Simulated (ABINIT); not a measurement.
# C (C2/m) in ABINIT: relaxation of cell and atoms with LDA

Aim: the relaxation of cell and atoms of C with LDA.

Everything below comes from runs of ABINIT 10.8.3 (patched build). Logs are shortened: lines on timing, memory, paths and dates and some standing lists are left out, and cuts for length are marked. The log counts tension as positive stress, the text compression.

## 1. The structure

The structure is monoclinic, space group C2/m (No. 12). The conventional cell has a = 4.255 Å, b = 2.457 Å, c = 3.765 Å, α = 90.00°, β = 111.49°, γ = 90.00°. Around C (site symmetry m) lie 3 C at 1.42 Å.

This is a stacking variant of graphite.

## 2. Relaxation of cell and atoms, LDA

Contents of run.abi:

```
# Pseudopotentials
pp_dirpath "./"
pseudos "C.LDA_PW-JTH.xml"

# Structure
acell 3*1.0
rprim
     4.0200527600    -2.3211174153     0.0000000000
     4.0200527600     2.3211174153     0.0000000000
    -2.6060639092     0.0000000000     6.6193895097
ntypat 1
znucl 6
natom 2
typat 1 1
xred
     0.1666444700     0.1666444700     0.9999069600
     0.8333555300     0.8333555300     0.0000930400
chkprim 0
chksymtnons 0
tolsym 1.0e-6

# Plane-wave basis
ecut 517.016339 eV
pawecutdg 38.0
pawovlp -1

# k points
kptopt 1
ngkpt 13 13 8
nshiftk 1
shiftk 0.0 0.0 0.0

# Exchange and correlation
ixc 7

# Bands and occupations
nband 8
occopt 3
tsmear 0.05 eV

# SCF cycle
nstep 100
tolvrs 1.0e-9

# Output
iomode 3
prtwf 0
prtden 0
prteig 0
prtebands 0

# Relaxation
ionmov 2
ntime 60
tolmxf 0.0005
optcell 2
dilatmx 1.08
ecutsm 0.5
```

Potentials or basis: JTH PAW LDA v2.0.

Command:

```console
$ abinit run.abi > log 2>&1
```

run.abo:

```text
.Version 10.8.3 of ABINIT
 Symmetries : space group C2/m (# 12); Bravais mC (1-face-center monocl.)
================================================================================
 Values of the parameters that define the memory need of the present run
     intxc =       0    ionmov =       2      iscf =      17    lmnmax =       8
     lnmax =       4     mgfft =      32  mpssoang =       2    mqgrid =    3001
     natom =       2  nloc_mem =       2    nspden =       1   nspinor =       1
    nsppol =       1      nsym =       4    n1xccc =       1    ntypat =       1
    occopt =       3   xclevel =       1
       mpw =         630          nfft =       12800          nkpt =         371
 PAW method is used; the additional fine FFT grid is defined by:
   mgfftf=        45    nfftf =     40500
================================================================================
================================================================================

--------------------------------------------------------------------------------
------------- Echo of variables that govern the present computation ------------
--------------------------------------------------------------------------------
 -outvars: echo values of preprocessed input variables --------
            acell      1.0000000000E+00  1.0000000000E+00  1.0000000000E+00 Bohr
              amu      1.20110000E+01
          chkprim           0
      chksymtnons           0
          dilatmx      1.08000000E+00
             ecut      1.90000000E+01 Hartree
           ecutsm      5.00000000E-01 Hartree
           ionmov           2
                       outvar_i_n : Printing only first  50 k-points.
              ixc           7
                       outvar_i_n : Printing only first  50 k-points.
         kptrlatt       13    0    0      0   13    0      0    0    8
          kptrlen      5.69113762E+01
            natom           2
            nband           8
            ngfft          20      20      32
          ngfftdg          30      30      45
             nkpt         371
            nstep         100
             nsym           4
            ntime          60
           ntypat           1
                       prtocc : prtvol=0, do not print more k-points.
           occopt           3
          optcell           2
        pawecutdg      3.80000000E+01 Hartree
          pawovlp     -1.0000000000E+00
           prtden           0
        prtebands           0
           prteig           0
            prtwf           0
            rprim      4.0200527600E+00 -2.3211174153E+00  0.0000000000E+00
                       4.0200527600E+00  2.3211174153E+00  0.0000000000E+00
                      -2.6060639092E+00  0.0000000000E+00  6.6193895097E+00
          spgroup          12
           tolmxf      5.00000000E-04
           tolsym      1.00000000E-06
           tolvrs      1.00000000E-09
           tsmear      1.83746611E-03 Hartree
            typat      1  1
[... 940 lines left out ...]
    2      -0.000001395144     -0.000001395144     -0.000574731778

 cartesian coordinates (angstrom) at end:
    1     -0.67778974266251     0.00000000000000     3.34202785720549
    2      3.52752679775353     0.00000000000000    -0.01104787469858

 cartesian forces (hartree/bohr) at end:
    1     -0.00000064264027    -0.00000000000000    -0.00009119843473
    2      0.00000064264027     0.00000000000000     0.00009119843473
 frms,max,avg= 5.2654748E-05 9.1198435E-05   0.000E+00  0.000E+00  0.000E+00 h/b

 cartesian forces (eV/Angstrom) at end:
    1     -0.00003304589158    -0.00000000000000    -0.00468961206742
    2      0.00003304589158     0.00000000000000     0.00468961206742
 frms,max,avg= 2.7076160E-03 4.6896121E-03   0.000E+00  0.000E+00  0.000E+00 e/A
 length scales=  4.618363016098  4.618363016098  6.839651813277 bohr
              =  2.443932458138  2.443932458138  3.619387867642 angstroms
 Fermi (or HOMO) energy (hartree) =   0.18276   Average Vxc (hartree)=  -0.40129
 Eigenvalues (hartree) for nkpt= 371  k points:
 kpt#   1, nband=  8, wtk=  0.00074, kpt=  0.0000  0.0000  0.0000 (reduced coord)
  -0.54187   -0.06575    0.07082    0.07084    0.32101    0.49286    0.49292    0.60464
      occupation numbers for kpt#   1
   2.00000    2.00000    2.00000    2.00000    0.00000    0.00000    0.00000    0.00000
 prteigrs : prtvol=0 or 1, do not print more k-points.

--- !EnergyTerms
iteration_state     : {dtset: 1, itime: 9, icycle: 1, }
comment             : Components of total free energy in Hartree
kinetic             :  6.85452942859630E+00
hartree             :  3.37430950592744E+00
xc                  : -4.24902331093791E+00
Ewald energy        : -8.48970869600677E+00
psp_core            :  6.04097858172406E-01
local_psp           : -1.10864996537839E+01
PAW spherical_terms :  1.46554838862285E+00
internal            : -1.15267464794096E+01
'-kT*entropy'       : -2.01293482643718E-07
total_energy        : -1.15267466807031E+01
total_energy_eV     : -3.13658756088192E+02
...

--- !EnergyTermsDC
iteration_state     : {dtset: 1, itime: 9, icycle: 1, }
comment             : '"Double-counting" decomposition of free energy'
band_energy         : -1.24450392817661E+00
Ewald energy        : -8.48970869600677E+00
psp_core            :  6.04097858172406E-01
xc_dc               : -3.16747825336904E+00
PAW spherical_terms :  7.70845253261811E-01
internal            : -1.15267477661182E+01
'-kT*entropy'       : -2.01293482643718E-07
total_energy_dc     : -1.15267479674117E+01
total_energy_dc_eV  : -3.13658791101316E+02
...

--- !EnergyTermsWithPAWCore
iteration_state     : {dtset: 1, itime: 9, icycle: 1, }
comment             : 'Components of total free energy, including PAW core contributions'
Total energy        : -7.56264387811056E+01
Total energy DC     : -7.56264400678141E+01
Total energy (eV)   : -2.05790023608070E+03
Total energy DC (eV): -2.05790027109382E+03
...

 rms coord change=  7.6223E-06   atom, delta coord (reduced):
     1       -0.000009239290     -0.000009239290     -0.000001888904
     2        0.000009239290      0.000009239290      0.000001888904

 Cartesian components of stress tensor (hartree/bohr^3)
  sigma(1 1)= -3.51259607E-07  sigma(3 2)=  0.00000000E+00
  sigma(2 2)= -3.67141895E-07  sigma(3 1)=  9.89971541E-07
  sigma(3 3)= -1.00155959E-07  sigma(2 1)=  0.00000000E+00

-Cartesian components of stress tensor (GPa)         [Pressure=  8.0276E-03 GPa]
- sigma(1 1)= -1.03344144E-02  sigma(3 2)=  0.00000000E+00
- sigma(2 2)= -1.08016875E-02  sigma(3 1)=  2.91259683E-02
- sigma(3 3)= -2.94669006E-03  sigma(2 1)=  0.00000000E+00

== END DATASET(S) ==============================================================
================================================================================

 -outvars: echo values of variables after computation  --------
            acell      4.6183630161E+00  4.6183630161E+00  6.8396518133E+00 Bohr
           etotal     -1.1526747967E+01
            fcart     -6.4264027453E-07 -3.8154395643E-23 -9.1198434726E-05
                       6.4264027453E-07  3.8154395643E-23  9.1198434726E-05
            rprim      8.6602844473E-01 -4.9998694775E-01 -2.7901622698E-03
                       8.6602844473E-01  4.9998694775E-01 -2.7901622698E-03
                      -3.8218976439E-01  0.0000000000E+00  9.2408386199E-01
           strten     -3.5125960675E-07 -3.6714189520E-07 -1.0015595949E-07
                       0.0000000000E+00  9.8997154101E-07  0.0000000000E+00
           xangst     -6.7778974266E-01  2.6177354244E-17  3.3420278572E+00
                       3.5275267978E+00  6.9686108672E-18 -1.1047874699E-02
             xred      1.6663523071E-01  1.6663523071E-01  9.9990507110E-01
                       8.3336476929E-01  8.3336476929E-01  9.4928904247E-05
 Calculation completed.
```

Run time: 3.6 min. Hardware: 1 thread of Arm Neoverse V2, shared host; peak memory 0.12 GiB.

Results:

```
Free energy                            : -313.6588 eV
Relaxed volume                         : 8.64 Å³/atom
Relaxed cell                           : a = 2.444 Å, b = 2.444 Å, c = 3.619 Å, α = 109.49°, β = 109.49°, γ = 60.00°
Space group after relaxing (to 0.05 Å) : R-3m (No. 166)
Energy gained by relaxing              : 3.1 meV/atom
Ionic steps                            : 9
Pressure after relaxing                : 0.0 GPa
Largest force after relaxing           : 0.005 eV/Å
Band gap on the k mesh                 : 0.73 eV, direct
```

Forces in eV/Å, atoms in the order of the input:
```
C    0.000  0.000 -0.005
C    0.000  0.000  0.005
```

The path:
| step | energy change (eV) | largest force (eV/Å) | pressure (GPa) | volume (Å³) |
| --- | --- | --- | --- | --- |
| 1 | 0.0000 | 0.0036 | -4.42 | 18.31 |
| 2 | -0.0034 | 0.0026 | 0.70 | 18.06 |
| 3 | -0.0037 | 0.0014 | -0.28 | 18.09 |
| 4 | -0.0039 | 0.0005 | -0.52 | 18.07 |
| 5 | -0.0048 | 0.0073 | -1.46 | 17.88 |
| 6 | -0.0056 | 0.0140 | -1.71 | 17.59 |
| 7 | -0.0061 | 0.0146 | -1.02 | 17.32 |
| 8 | -0.0063 | 0.0087 | -0.18 | 17.26 |
| 9 | -0.0063 | 0.0047 | 0.01 | 17.28 |

Final structure:
```
C
1.0
     2.11652   -1.22193   -0.00682
     2.11652    1.22193   -0.00682
    -1.38329    0.00000    3.34462
C
2
Direct
  0.16664 0.16664 0.99991
  0.83336 0.83336 0.00009
```

Caveat: an odd mesh through Γ misses points on the zone boundary, where band edges often lie; the atomic spheres overlap.
